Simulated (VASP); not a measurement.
## I: density of states with B3LYP+D3(BJ)

The system is I.

```
CELL_PARAMETERS angstrom
2.46877 -3.60502 0.00000
2.46877 3.60502 0.00000
-1.57644 0.00000 2.31583
ATOMIC_POSITIONS crystal
I 0.50000 0.50000 0.50000
```

The cell isn't the ideal one: volume scaled by 0.92.

- Program: VASP 6.6.1
- Task: density of states
- Functional: B3LYP
- Dispersion: D3(BJ)
- Potentials or basis: VASP PAW PBE potentials, release 64 (I)
- Cutoff: 520 eV
- k mesh: 4 × 4 × 6
- Occupations: tetrahedron
- Spin: collinear spin, ferromagnetic start
- Starting moments: [0.5] μB
- Grid for exact exchange (PRECFOCK): Fast
- Exchange at q = 0: truncated
- Further INCAR settings: ALGO = Normal; EDIFF = 1e-06; NBANDS = 14

The pressure is 2.0 GPa and the band gap on the k mesh is none (metal or under the smearing width). The net moment is 0.00 μB per cell, the valence electrons inside the program's atomic spheres are I 4.32 and the dispersion energy per atom is -0.598 eV.

Stress tensor (GPa, compression positive):
```
 2.35  0.00 -3.07
 0.00 -1.21  0.00
-3.07  0.00  4.84
```

Levels at points of the mesh, in eV from the Fermi level:
Spin up:
```tsv
k point	band 1	band 2	band 3	band 4	band 5	band 6	band 7	band 8
(0.00, 0.00, 0.00)	-15.68	-2.52	-2.42	4.96	5.45	8.61	8.90	11.70
(0.50, 0.00, 0.00)	-15.29	-4.98	-3.10	5.46	5.61	11.79	12.15	14.05
(0.50, 0.50, 0.00)	-15.32	-4.96	-2.96	5.18	5.70	11.16	12.01	13.98
(0.00, 0.00, 0.50)	-11.80	-6.86	-1.75	-0.87	5.71	6.86	12.72	12.92
(0.50, 0.00, 0.50)	-12.02	-7.06	-1.08	-0.10	6.47	8.89	10.45	11.07
(0.50, 0.50, 0.50)	-11.79	-6.85	-1.76	-0.90	5.70	6.81	12.77	12.95
```
Spin down:
```csv
k point,band 1,band 2,band 3,band 4,band 5,band 6,band 7
"(0.00, 0.00, 0.00)",-15.68,-2.52,-2.42,4.96,5.45,8.61,8.90
"(0.50, 0.00, 0.00)",-15.29,-4.98,-3.10,5.46,5.61,11.79,12.15
"(0.50, 0.50, 0.00)",-15.32,-4.96,-2.96,5.18,5.70,11.16,12.01
"(0.00, 0.00, 0.50)",-11.80,-6.86,-1.75,-0.87,5.71,6.86,12.72
"(0.50, 0.00, 0.50)",-12.02,-7.06,-1.08,-0.10,6.47,8.89,10.45
"(0.50, 0.50, 0.50)",-11.79,-6.85,-1.76,-0.90,5.70,6.81,12.77
```

States per cell in windows of 1 eV (zero at the Fermi level; states under -8 eV left out):
```tsv
from (eV)	up	down	I1_p_up	I1_p_down	I1_d_up	I1_d_down	I1_s_up	I1_s_down
-8.0	0.00	0.00	0.00	0.00	0.00	0.00	0.00	0.00
-7.0	0.12	0.12	0.07	0.07	0.00	0.00	0.00	0.00
-6.0	0.12	0.12	0.07	0.07	0.00	0.00	0.01	0.01
-5.0	0.51	0.51	0.25	0.25	0.00	0.00	0.02	0.02
-4.0	0.36	0.36	0.18	0.18	0.00	0.00	0.01	0.01
-3.0	0.63	0.63	0.34	0.34	0.00	0.00	0.00	0.00
-2.0	0.51	0.51	0.29	0.29	0.00	0.00	0.00	0.00
-1.0	0.25	0.25	0.15	0.15	0.00	0.00	0.00	0.00
0.0	0.12	0.12	0.07	0.07	0.00	0.00	0.00	0.00
1.0	0.10	0.10	0.06	0.06	0.00	0.00	0.00	0.00
2.0	0.08	0.08	0.05	0.05	0.00	0.00	0.00	0.00
3.0	0.08	0.08	0.06	0.06	0.00	0.00	0.00	0.00
4.0	0.08	0.08	0.06	0.06	0.00	0.00	0.00	0.00
5.0	0.04	0.04	0.02	0.02	0.00	0.00	0.00	0.00
6.0	0.36	0.36	0.02	0.02	0.05	0.05	0.01	0.01
7.0	0.72	0.72	0.04	0.04	0.11	0.11	0.01	0.01
```

It took 5.2 min on 1 thread of AMD EPYC 9R45 96-Core Processor (Zen 5), with other jobs on the host, peak memory 0.18 GiB.

Caveat: the k mesh is coarse (spacing up to 0.45 Å⁻¹), so the values aren't converged, least of all with exact exchange; the PAW data sets were made with another functional, which shifts forces and pressure a little; pairwise dispersion overbinds metals, which lowers pressure and volume; tetrahedron occupations give inexact forces and stress in metals. The run has no spin-orbit coupling, so splittings on I are missing.
